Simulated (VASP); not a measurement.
```yaml
crystal:
  lattice:
    - [4.43274, 0.00000, 0.00000]
    - [0.00000, 4.43274, 0.00000]
    - [0.00000, 0.00000, 3.07680]
  atoms:
    - { symbol: Ru, position: [0.50000, 0.50000, 0.50000] }
    - { symbol: Ru, position: [0.00000, 0.00000, 0.00000] }
    - { symbol: O, position: [0.80544, 0.19456, 0.50000] }
    - { symbol: O, position: [0.19456, 0.80544, 0.50000] }
    - { symbol: O, position: [0.30544, 0.30544, 0.00000] }
    - { symbol: O, position: [0.69456, 0.69456, 0.00000] }
```

Computed with PBE GGA, VASP's PBE PAW potentials (set 64) (plane waves; VASP). Settings: 400 eV cut-off, 6×6×9 Γ-centred mesh, Gaussian smearing of 0.10 eV, potentials Ru_pv O.

At this cut-off the stress carries a Pulay error, which pulls relaxed volumes low.

### Question
Give the stress tensor in GPa (positive for a compressed cell).

### Answer

```
 8.52   0.00   0.00
 0.00   8.52   0.00
 0.00   0.00  10.69
```
The pressure is its mean diagonal, 9.24 GPa.

The structure comes from a computed database's RuO2 entry; how it stands against other phases isn't given here. The cell was not relaxed at this level.
